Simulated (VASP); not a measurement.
Input of a VASP 6.6.1 run:

Contents of run.py:

```python
from ase.calculators.vasp import Vasp
from ase.dft.bandgap import bandgap
from ase.io import read

atoms = read('Bi.cif', primitive_cell=True, subtrans_included=False)
calc = Vasp(
    directory='calc',
    xc='lda',
    pp='LDA',
    setups='minimal',
    prec='Accurate',
    encut=500,
    ediff=1e-06,
    ismear=0,
    sigma=0.1,
    lreal=False,
    lasph=True,
    nelm=100,
    algo='Normal',
    isif=2,
    lwave=False,
    lcharg=False,
    kpts=[9, 9, 9],
    gamma=True,
)
atoms.calc = calc

print('energy (eV):', atoms.get_potential_energy())
print('free energy (eV):', atoms.get_potential_energy(force_consistent=True))
print('forces (eV/A):')
print(atoms.get_forces())
print('stress (eV/A^3, Voigt):', atoms.get_stress())
print('Fermi level (eV):', calc.get_fermi_level())
gap, top, bottom = bandgap(calc)
print('band gap (eV):', gap, 'from (spin, k, band)', top, 'to', bottom)
```

Bi.cif

```cif
data_Bi
_cell_length_a 3.96286106
_cell_length_b 3.96286106
_cell_length_c 3.96286106
_cell_angle_alpha 90.00000000
_cell_angle_beta 90.00000000
_cell_angle_gamma 90.00000000
_space_group_name_H-M_alt 'Im-3m'
_space_group_name_Hall '-I 4 2 3'
_space_group_IT_number 229
loop_
_space_group_symop_operation_xyz
'x,y,z'
'-x,-y,-z'
'-y,x,z'
'y,-x,-z'
'-x,-y,z'
'x,y,-z'
'y,-x,z'
'-y,x,-z'
'x,-y,-z'
'-x,y,z'
'-y,-x,-z'
'y,x,z'
'-x,y,-z'
'x,-y,z'
'y,x,-z'
'-y,-x,z'
'z,x,y'
'-z,-x,-y'
'z,-y,x'
'-z,y,-x'
'z,-x,-y'
'-z,x,y'
'z,y,-x'
'-z,-y,x'
'-z,x,-y'
'z,-x,y'
'-z,-y,-x'
'z,y,x'
'-z,-x,y'
'z,x,-y'
'-z,y,x'
'z,-y,-x'
'y,z,x'
'-y,-z,-x'
'x,z,-y'
'-x,-z,y'
'-y,z,-x'
'y,-z,x'
'-x,z,y'
'x,-z,-y'
'-y,-z,x'
'y,z,-x'
'-x,-z,-y'
'x,z,y'
'y,-z,-x'
'-y,z,x'
'x,-z,y'
'-x,z,-y'
'x+1/2,y+1/2,z+1/2'
'-x+1/2,-y+1/2,-z+1/2'
'-y+1/2,x+1/2,z+1/2'
'y+1/2,-x+1/2,-z+1/2'
'-x+1/2,-y+1/2,z+1/2'
'x+1/2,y+1/2,-z+1/2'
'y+1/2,-x+1/2,z+1/2'
'-y+1/2,x+1/2,-z+1/2'
'x+1/2,-y+1/2,-z+1/2'
'-x+1/2,y+1/2,z+1/2'
'-y+1/2,-x+1/2,-z+1/2'
'y+1/2,x+1/2,z+1/2'
'-x+1/2,y+1/2,-z+1/2'
'x+1/2,-y+1/2,z+1/2'
'y+1/2,x+1/2,-z+1/2'
'-y+1/2,-x+1/2,z+1/2'
'z+1/2,x+1/2,y+1/2'
'-z+1/2,-x+1/2,-y+1/2'
'z+1/2,-y+1/2,x+1/2'
'-z+1/2,y+1/2,-x+1/2'
'z+1/2,-x+1/2,-y+1/2'
'-z+1/2,x+1/2,y+1/2'
'z+1/2,y+1/2,-x+1/2'
'-z+1/2,-y+1/2,x+1/2'
'-z+1/2,x+1/2,-y+1/2'
'z+1/2,-x+1/2,y+1/2'
'-z+1/2,-y+1/2,-x+1/2'
'z+1/2,y+1/2,x+1/2'
'-z+1/2,-x+1/2,y+1/2'
'z+1/2,x+1/2,-y+1/2'
'-z+1/2,y+1/2,x+1/2'
'z+1/2,-y+1/2,-x+1/2'
'y+1/2,z+1/2,x+1/2'
'-y+1/2,-z+1/2,-x+1/2'
'x+1/2,z+1/2,-y+1/2'
'-x+1/2,-z+1/2,y+1/2'
'-y+1/2,z+1/2,-x+1/2'
'y+1/2,-z+1/2,x+1/2'
'-x+1/2,z+1/2,y+1/2'
'x+1/2,-z+1/2,-y+1/2'
'-y+1/2,-z+1/2,x+1/2'
'y+1/2,z+1/2,-x+1/2'
'-x+1/2,-z+1/2,-y+1/2'
'x+1/2,z+1/2,y+1/2'
'y+1/2,-z+1/2,-x+1/2'
'-y+1/2,z+1/2,x+1/2'
'x+1/2,-z+1/2,y+1/2'
'-x+1/2,z+1/2,-y+1/2'
loop_
_atom_site_label
_atom_site_type_symbol
_atom_site_symmetry_multiplicity
_atom_site_Wyckoff_symbol
_atom_site_fract_x
_atom_site_fract_y
_atom_site_fract_z
_atom_site_occupancy
Bi1 Bi 2 a 0.0000000000 0.0000000000 0.0000000000 1
```

Potentials or basis: VASP PAW LDA potentials, release 64 (Bi).

The run is started by

```console
$ python run.py
```

Question: Estimate the band gap on the k mesh.

Answer: None (metal or under the smearing width).

Question: Predict the pressure.

Answer: -3.2 GPa.

Caveat: spin-orbit coupling is left out, which moves the levels of the heavy elements.
